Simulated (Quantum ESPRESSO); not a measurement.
**HfN: phonon dispersion with PBEsol**

Crystal: HfN.

```
Hf N
1.0
     0.00000    2.25600    2.25600
     2.25600    0.00000    2.25600
     2.25600    2.25600    0.00000
Hf N
1 1
Direct
  0.00000 0.00000 0.00000
  0.50000 0.50000 0.50000
```

```
Program             : Quantum ESPRESSO 7.5
Task                : phonon dispersion
Functional          : PBEsol
Potentials or basis : GBRV 1.5 PBEsol
Cutoff              : 612 eV
Density cutoff      : 4898 eV
k mesh              : 8 × 8 × 8
Occupations         : cold, width 0.2 eV
Spin                : no spin polarisation
Mixing beta         : 0.5
Most SCF iterations : 120
SCF threshold       : 4e-10 Ry
q mesh              : 2 × 2 × 2
```

The relaxed volume is 11.38 Å³/atom, the relaxed cell is a = 3.181 Å, b = 3.181 Å, c = 3.181 Å, α = 60.00°, β = 60.00°, γ = 60.00° and the space group after relaxing (to 0.05 Å) is Fm-3m (No. 225). The pressure after relaxing is 0.0 GPa, the band gap on the k mesh is none (metal or under the smearing width) and the highest phonon frequency is 528 cm⁻¹. The zero-point energy is 0.058 eV/atom.

The path:
| step | energy change (eV) | largest force (eV/Å) | pressure (GPa) | volume (Å³) |
| --- | --- | --- | --- | --- |
| 1 | 0.0000 | 0.0000 | -2.62 | 22.96 |
| 2 | -0.0014 | 0.0000 | 1.24 | 22.66 |
| 3 | -0.0017 | 0.0000 | -0.02 | 22.76 |
| 4 | -0.0017 | 0.0000 | 0.01 | 22.75 |

Final structure:
```
Hf N
1.0
     0.00000    2.24909    2.24909
     2.24909    0.00000    2.24909
     2.24909    2.24909    0.00000
Hf N
1 1
Direct
  0.00000 0.00000 0.00000
  0.50000 0.50000 0.50000
```

Levels at points of the mesh, in eV from the Fermi level:
```
             k point  band 5  band 6  band 7  band 8  band 9  band 10  band 11  band 12  band 13  band 14
  (0.00, 0.00, 0.00)  -17.50   -3.00   -3.00   -3.00   -0.38    -0.38    -0.38     1.95     1.98     1.98
 (0.00, 0.00, -0.50)  -14.65   -8.99   -6.25   -6.25    3.36     3.79     3.79     4.44     9.05     9.05
(0.00, -0.50, -0.50)  -16.39   -5.40   -3.91   -3.67   -3.67     4.17     5.67     5.67     5.79     8.12
```

Phonon frequencies in cm⁻¹ (negative: imaginary):
```
              q point              frequencies
(0.000, 0.000, 0.000)        0 0 0 510 510 510
(0.318, 0.000, 0.318)  111 111 151 491 521 521
(0.500, 0.150, 0.650)  140 148 150 502 521 523
(0.346, 0.346, 0.692)  131 135 145 506 506 525
(0.144, 0.144, 0.288)     55 83 99 496 513 513
(0.091, 0.091, 0.091)     27 37 37 508 511 511
(0.409, 0.409, 0.409)   86 115 115 477 516 516
(0.589, 0.321, 0.589)  125 133 141 497 512 524
(0.500, 0.275, 0.725)  137 138 150 510 511 521
(0.500, 0.450, 0.550)   95 120 122 478 517 518
(0.431, 0.431, 0.639)  115 128 135 490 514 522
(0.562, 0.125, 0.562)  145 147 155 498 523 527
```

Phonon frequencies at the corners of the path (cm⁻¹, interpolated; i marks imaginary ones):
```csv
point,frequencies
Γ,0 0 0 510 510 510
X,147 147 160 496 528 528
W,138 138 151 511 511 521
K,139 140 146 503 512 526
L,89 119 119 475 517 517
U,139 140 146 503 512 526
```

Phonon states per cell in windows of 25 cm⁻¹ (negative: imaginary):
```csv
from (cm⁻¹),total,Hf,N
0,0.00,0.00,0.00
25,0.05,0.05,0.00
50,0.16,0.15,0.01
75,0.41,0.40,0.01
100,0.87,0.86,0.01
125,1.42,1.40,0.01
150,0.10,0.10,0.00
175,0.00,0.00,0.00
200,0.00,0.00,0.00
225,0.00,0.00,0.00
250,0.00,0.00,0.00
275,0.00,0.00,0.00
300,0.00,0.00,0.00
325,0.00,0.00,0.00
350,0.00,0.00,0.00
375,0.00,0.00,0.00
400,0.00,0.00,0.00
425,0.00,0.00,0.00
450,0.00,0.00,0.00
475,0.83,0.01,0.82
500,2.07,0.04,2.03
525,0.10,0.00,0.10
```

Harmonic thermodynamics per atom at this volume (zero-point energy 58.4 meV, Debye temperature from the second moment 688 K):
```
 T (K)  free energy (meV)  entropy (k_B)  heat capacity Cv (k_B)
    50               58.0           0.28                    0.63
   100               55.4           0.93                    1.23
   200               42.5           2.02                    1.95
298.15               21.6           2.89                    2.39
   500              -41.1           4.23                    2.74
   800             -168.7           5.56                    2.89
```

It took 8 min on 1 thread of Arm Neoverse V1, with other jobs on the host, peak memory 0.17 GiB.

Caveat: the mesh is thin for the phonons of a metal; the q mesh is small, so phonon branches between its points and thermal values are rough. The run has no spin-orbit coupling, so splittings on Hf are missing.
